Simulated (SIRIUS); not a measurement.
Runs of SIRIUS 7.12.0 on Bi. The structure is trigonal, space group R-3m (No. 166). Conventional cell: a = 4.535 Å, b = 4.535 Å, c = 11.814 Å, α = 90.00°, β = 90.00°, γ = 120.00°. Bi (site symmetry 3m) has 6 Bi at 3.06 to 3.52 Å as nearest neighbours. 

```csv
task,level,k mesh,local orbitals (radial functions),smallest sphere radius times basis cutoff,reference energy of the basis,start of the SCF,gap on the mesh (eV),V0 of scaled cells (Å³/atom),B0 (GPa),largest force (eV/Å)
equation of state,LDA,7 × 7 × 7,Bi 17,9.01,-,-,-,(c),54,-
equation of state,PBE,6 × 6 × 6,-,-,-,-,-,(b),44,-
single point,PBEsol,7 × 7 × 7,Bi 17,9.01,0.18 Ha,LDA density,0.26,-,-,0.14
equation of state,PBE+D4,6 × 6 × 6,-,-,-,-,-,35.04,50,-
equation of state,PBEsol,7 × 7 × 7,Bi 17,9.01,-,-,-,(a),50,-
equation of state,PBE+D3,6 × 6 × 6,-,-,-,-,-,35.74,49,-
equation of state,PBE+D3(BJ),6 × 6 × 6,-,-,-,-,-,35.10,49,-
single point,PBE,7 × 7 × 7,Bi 17,9.01,0.18 Ha,LDA density,0.26,-,-,0.21
```

Alike in all rows: potentials or basis all-electron FP-LAPW, apw+lo standard; no spin polarisation; cell as given; cutoff (eV) 157; smearing fermi-dirac 0.05 eV.

Fill in the values left out.

(a) 34.82; (b) 36.68; (c) 33.98.

Caveats: the cell was scaled at fixed shape and fractional positions, which overstates the stiffness of a crystal with free parameters, most of all of layers and chains (some runs); spin-orbit coupling is left out, which moves the levels of the heavy elements (some runs); spin-orbit coupling is left out, which as a rule narrows the gap of such compounds by several tenths of an eV (some runs); an odd mesh through Γ misses points on the zone boundary, where band edges often lie (some runs).

A k mesh can miss the band edges, and the runs leave out spin-orbit coupling on Bi.

Not every run made on this cell is shown here.
